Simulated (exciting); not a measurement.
NaH:

```
Na H
1.0
     2.95512    0.00000    0.00000
     0.00000    2.95512    0.00000
     0.00000    0.00000    2.95512
Na H
1 1
Direct
  0.00000 0.00000 0.00000
  0.50000 0.50000 0.50000
```

The cell comes from a database or a generator and needn't be the stable form of this composition.

Base run:

| Quantity | Value |
| --- | --- |
| Program | exciting (release sodium) |
| Functional | PBE |
| Potentials or basis | all-electron LAPW+lo, shipped species files, valence relativity zora |
| rgkmax | 5 |
| k mesh | 9 × 9 × 9 |
| Occupations | gaussian, width 0.02 eV |
| Spin | no spin polarisation |

Its results: band gap on the k mesh 1.52 eV, indirect (least direct gap 4.82 eV).

Q: The run is repeated on the same cell with these changes: functional from PBE to PBEsol; occupations from gaussian, width 0.02 eV to gaussian, width 0.05 eV. What comes out?

A: Band gap on the k mesh 1.29 eV, indirect (least direct gap 4.70 eV).

Caveats: an odd mesh through Γ misses points on the zone boundary, where band edges often lie.
